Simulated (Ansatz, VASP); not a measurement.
Ag in VASP and in Ansatz

INCAR

```
ALGO     = Normal         # electronic algorithm
EDIFF    = 1E-7           # SCF threshold, eV
ENCUT    = 520            # plane-wave cutoff, eV
GGA      = CA             # functional
ISIF     = 2              # what is computed and relaxed
ISMEAR   = -1             # smearing method
LASPH    = True           # aspherical terms in the spheres
LCHARG   = False          # write CHGCAR
LREAL    = False          # projectors in reciprocal space
LWAVE    = False          # write WAVECAR
NBANDS   = 12             # bands
NELM     = 80             # most SCF steps
PREC     = Accurate       # precision mode
SIGMA    = 0.05           # smearing width, eV
```

File KPOINTS:

```
k-points
0
Gamma
  15 15 15
```

File POSCAR:

```
Ag
1.0
    0.0000000000      2.0226690000      2.0431000000
    2.0226690000      0.0000000000      2.0431000000
    2.0226690000      2.0226690000      0.0000000000
Ag
1
Direct
    0.0000000000      0.0000000000      0.0000000000
```

Input for Ansatz:

```yaml
crystal:
  lattice:
    - [0.0, 2.022669, 2.0431]
    - [2.022669, 0.0, 2.0431]
    - [2.022669, 2.022669, 0.0]
  atoms:
    - { symbol: Ag, position: [0.0, 0.0, 0.0] }
kpoints:
  mp_grid: { grid: [15, 15, 15] }
  band_path:
    path:
      - [0.0, 0.0, 0.0]
      - [0.0, 0.5, 0.5]
      - [0.25, 0.75, 0.5]
      - [0.0, 0.5, 0.0]
      - [0.0, 0.0, 0.0]
      - [0.5, 0.5, 0.0]
      - [0.3725125, 0.6274875, 0.0]
      - [-0.3725125, 0.3725125, 0.0]
      - [0.0, 0.0, 0.0]
    npoints: 5
scf:
  occupations: { method: fermi_dirac, width: 0.05 }
hamiltonian:
  xc: lda
  pseudopotentials: { kind: all_electron, lapw: { basis_error: 0.001 } }
output:
  forces: true
  stress: true
  eigenvalues: true
```

Change from the starting cell: equal xx and yy strain of -1 %.

Alike in both runs: task single point; functional LDA; k mesh 15 × 15 × 15; occupations fermi-dirac, width 0.05 eV; no spin polarisation.

|  | VASP | Ansatz |
| --- | --- | --- |
| version | VASP 6.6.1 | Ansatz 0.2.0 |
| potentials or method | VASP PAW LDA potentials, release 64 (Ag) | all-electron LAPW, scalar-relativistic |
| plane-wave cutoff (eV) | 520 | see its input |

```csv
,VASP,Ansatz,Ansatz less VASP
pressure (GPa),-5.3,-5.4,-0.15
largest component of the traceless stress (GPa),0.13,0.14,+0.009
```

Ansatz ran all-electron here, so the differences hold the error of VASP's frozen core and of both bases.
